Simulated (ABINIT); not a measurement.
The system is Pb.

```xyz
1
Lattice="-1.9797 1.9797 1.9797 1.9797 -1.9797 1.9797 1.9797 1.9797 -1.9797" Properties=species:S:1:pos:R:3 pbc="T T T"
Pb    0.0000    0.0000    0.0000
```

This isn't the form of Pb at room conditions, which is fcc.

Base run:

| Property | Result |
| --- | --- |
| Program | ABINIT 10.8.3 (patched build) |
| Functional | LDA |
| Potentials or basis | PseudoDojo NC SR LDA v0.4.1 standard |
| Cutoff | 707 eV |
| k mesh | 7 × 7 × 7 |
| Occupations | fermi-dirac, width 0.05 eV |
| Spin | no spin polarisation |

Its results: pressure -3.8 GPa.

The run is repeated on the same cell with these changes: k mesh from 7 × 7 × 7 to 12 × 12 × 12, with 2 shifts; occupations from fermi-dirac, width 0.05 eV to cold (ABINIT), width 0.2 eV. What comes out?

Pressure -3.0 GPa.

Not every run made on this cell is shown here.
